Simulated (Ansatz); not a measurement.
Molecular dynamics on a 2×2×2 supercell (16 atoms) of CdSe (zincblende), relaxed with r2SCAN. Forces come from PBEsol in Ansatz 0.2.0: constant energy and volume (NVE), velocities drawn at 1700 K, steps of 1 fs. Computed, non-magnetic; the trajectory is short and the cell small, so nothing here is a converged average.

```yaml
crystal:
  lattice:
    - [0.0, 6.1355619295, 6.1355619295]
    - [6.1355619295, 0.0, 6.1355619295]
    - [6.1355619295, 6.1355619295, 0.0]
  atoms:
    - { symbol: Cd, position: [0.0, 0.0, 0.0] }
    - { symbol: Se, position: [0.125, 0.125, 0.125] }
    - { symbol: Cd, position: [0.0, 0.0, 0.5] }
    - { symbol: Se, position: [0.125, 0.125, 0.625] }
    - { symbol: Cd, position: [0.0, 0.5, 0.0] }
    - { symbol: Se, position: [0.125, 0.625, 0.125] }
    - { symbol: Cd, position: [0.0, 0.5, 0.5] }
    - { symbol: Se, position: [0.125, 0.625, 0.625] }
    - { symbol: Cd, position: [0.5, 0.0, 0.0] }
    - { symbol: Se, position: [0.625, 0.125, 0.125] }
    - { symbol: Cd, position: [0.5, 0.0, 0.5] }
    - { symbol: Se, position: [0.625, 0.125, 0.625] }
    - { symbol: Cd, position: [0.5, 0.5, 0.0] }
    - { symbol: Se, position: [0.625, 0.625, 0.125] }
    - { symbol: Cd, position: [0.5, 0.5, 0.5] }
    - { symbol: Se, position: [0.625, 0.625, 0.625] }
kpoints:
  mp_grid: { grid: [2, 2, 2] }
hamiltonian:
  xc: pbesol
scf:
  occupations: { method: fermi_dirac, width: 0.146 }
md:
  ensemble: nve
  temperature: 1700
  timestep: 1.0
  n_steps: 30
  initial_velocities: maxwell_boltzmann
  seed: 5340
```

Run as `ansatz run input.yaml --threads 4 --pin off --max-ram 3686MiB --backend cpu --events-out ev --progress --plain --runs-dir out`. It took 5.6 min on 4 threads of Arm Neoverse N1 (shared host), load about 0.9 per core; peak host memory 2.2 GiB.

```csv
step,t (fs),T (K),free energy F from step 0 (meV/atom),kinetic energy (meV/atom),largest force (eV/Å)
0,0,1700,0.0,206.0,0.00
1,1,1699,0.1,205.9,0.07
2,2,1696,0.5,205.5,0.15
3,3,1690,1.2,204.9,0.22
4,4,1683,2.0,204.0,0.30
5,5,1674,3.2,202.8,0.37
6,6,1662,4.6,201.4,0.45
7,7,1649,6.2,199.8,0.53
8,8,1634,8.0,198.0,0.61
9,9,1616,10.1,195.9,0.69
10,10,1597,12.4,193.6,0.77
11,11,1577,15.0,191.1,0.85
12,12,1554,17.7,188.3,0.94
13,13,1530,20.6,185.4,1.02
14,14,1505,23.7,182.3,1.11
15,15,1478,26.9,179.1,1.20
16,16,1450,30.4,175.7,1.29
17,17,1420,33.9,172.1,1.38
18,18,1390,37.6,168.4,1.46
19,19,1358,41.4,164.6,1.55
20,20,1326,45.3,160.7,1.64
21,21,1293,49.3,156.7,1.73
22,22,1259,53.4,152.6,1.82
23,23,1225,57.5,148.5,1.91
24,24,1191,61.7,144.4,2.00
25,25,1157,65.8,140.2,2.08
26,26,1123,70.0,136.0,2.16
27,27,1088,74.1,131.9,2.24
28,28,1055,78.2,127.8,2.32
29,29,1021,82.3,123.7,2.39
30,30,988,86.3,119.8,2.46
```

The temperature goes from 1700 K to 988 K in 30 fs. The atoms start on their lattice sites with kinetic energy alone, so much of it first passes into potential energy. The conserved energy stays within 0.02 meV an atom. By the last step the atoms have moved 0.18 Å in the root mean square, the drift of the whole cell taken out, 0.30 Å at most.

Positions (Å) and forces (eV/Å) at step 30:
```
Cd   0.032   0.090  -0.262     0.955  -1.375   1.803
Se   1.624   1.263   1.647    -0.835   1.386  -0.985
Cd   2.997   3.057  -0.080     0.083  -0.121   0.904
Se   4.513   4.636   1.577     0.510  -0.344  -0.328
Cd   3.138   0.074   3.188     0.636  -0.545   0.304
Se   4.728   1.566   4.720    -0.935   0.964  -1.435
Cd   6.291   3.061   3.010    -0.697   1.012   0.432
Se   7.731   4.682   4.648    -0.751  -0.061   0.015
Cd  -0.046   3.043   3.074     0.971   0.099  -0.355
Se   1.557   4.478   4.779    -0.135   0.245  -1.084
Cd   3.015   6.203   2.977     0.173  -0.514   0.629
Se   4.583   7.773   4.536    -0.539  -0.760   0.321
Cd   3.187   3.050   6.110    -0.606  -0.417   0.367
Se   4.494   4.458   7.728     0.663   0.934   0.193
Cd   6.007   6.263   6.136    -0.394  -0.893  -0.322
Se   7.474   7.531   7.733     0.898   0.390  -0.459
```
